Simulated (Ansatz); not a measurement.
# Al2GaAs3: the band gap up the ladder of functionals

An exercise on one series of results from a longer session: the logs are not shown, and one member is left open.

The runs shown are made with Ansatz 0.2.0. PAW datasets, plane waves. These are computed values for a spin-unpolarised cell that may be hypothetical; none is a measurement.

## The structure to begin with

The cell was relaxed beforehand with r2SCAN.

Space group P3m1 (No. 156), trigonal; conventional cell a = 4.014 Å, c = 9.820 Å, 22.84 Å³ an atom. Near Al stand 4 As at 2.46 Å; near Al stand 4 As at 2.45–2.46 Å; near Ga stand 4 As at 2.46 Å; near As stand 4 Al at 2.46 Å; near As stand 3 Al at 2.45 Å and 1 Ga at 2.46 Å.

Structure file:

```cif
data_structure
_symmetry_space_group_name_H-M 'P 1'
_symmetry_Int_Tables_number 1
_cell_length_a 4.0144
_cell_length_b 4.0144
_cell_length_c 9.8196
_cell_angle_alpha 90.000
_cell_angle_beta 90.000
_cell_angle_gamma 120.000
_cell_volume 137.05
loop_
_atom_site_label
_atom_site_type_symbol
_atom_site_fract_x
_atom_site_fract_y
_atom_site_fract_z
_atom_site_occupancy
Al1 Al 0.00000 0.00000 0.99981 1
Al2 Al 0.66667 0.33333 0.66611 1
Ga1 Ga 0.33333 0.66667 0.33372 1
As1 As 0.66667 0.33333 0.91672 1
As2 As 0.33333 0.66667 0.58374 1
As3 As 0.00000 0.00000 0.24990 1
```

The first run:

File input.yaml:

```yaml
crystal:
  lattice:
    - [4.0144160066, 0.0, 0.0]
    - [-2.0072080033, 3.4765862431, 0.0]
    - [0.0, 0.0, 9.8195723058]
  atoms:
    - { symbol: Al, position: [0.0, 0.0, -0.0001912993] }
    - { symbol: Al, position: [0.6666666667, 0.3333333333, 0.6661112577] }
    - { symbol: Ga, position: [0.3333333333, 0.6666666667, 0.3337193875] }
    - { symbol: As, position: [0.6666666667, 0.3333333333, 0.9167200139] }
    - { symbol: As, position: [0.3333333333, 0.6666666667, 0.5837413677] }
    - { symbol: As, position: [0.0, 0.0, 0.2498992724] }
kpoints:
  mp_grid: { grid: [12, 12, 4] }
  band_path:
    path:
      - [[0.0, 0.0, 0.0], [0.5, -5.833393543559e-18, -1.121276906955e-18], [0.3333333333333, 0.3333333333333, -2.24255381391e-18], [0.0, 0.0, 0.0], [-1.37754744106e-51, -1.811432551807e-35, 0.5], [0.5, -5.97385882617e-18, 0.5], [0.3333333333333, 0.3333333333333, 0.5], [-1.37754744106e-51, -1.811432551807e-35, 0.5]]
      - [[0.5, -5.97385882617e-18, 0.5], [0.5, -5.833393543559e-18, -1.121276906955e-18]]
      - [[0.3333333333333, 0.3333333333333, 0.5], [0.3333333333333, 0.3333333333333, -2.24255381391e-18]]
    npoints: 10
hamiltonian:
  xc: pbe
scf:
  occupations: { method: fermi_dirac, width: 0.02 }
  n_extra_bands: 5
output:
  forces: true
  stress: true
  eigenvalues: true
  write_density: true
  write_potential: true
  elf: true
  volumetric_format: npy
```

On the command line:

```
> ansatz run input.yaml --threads 4 --pin off --max-ram 6451MiB --backend cpu --events-out ev --progress --plain --runs-dir out
```

Among the steps run: Band structure with PBE; Single point with r2SCAN; Single point with HSE06; PBE+SOC at the same geometry; PBE0.

One of the session's tables, all rows but one given; the rest of the session is left out.

| level | gap (eV) |
| --- | --- |
| PBE | 1.13 |
| r2SCAN | 1.60 |
| HSE06 | 1.98 |
| PBE+SOC | ? |
| PBE0 | 2.60 |

Estimate the missing values for PBE+SOC.

As computed: gap (eV): 1.03. In the column «gap (eV)» it is the lowest.

Meshes: PBE 12×12×4, r2SCAN 12×12×4, HSE06 6×6×2, PBE+SOC 12×12×4, PBE0 6×6×2

Against HSE06, PBE is short by 0.85 eV, at 57 % of it, and r2SCAN 81 %. PBE0 lies 0.61 eV above HSE06, which differs from it by screening the long-range exchange.

Caveats from the session: Warnings in the runs' records: stress scf threshold loose, stress exchange threshold loose.
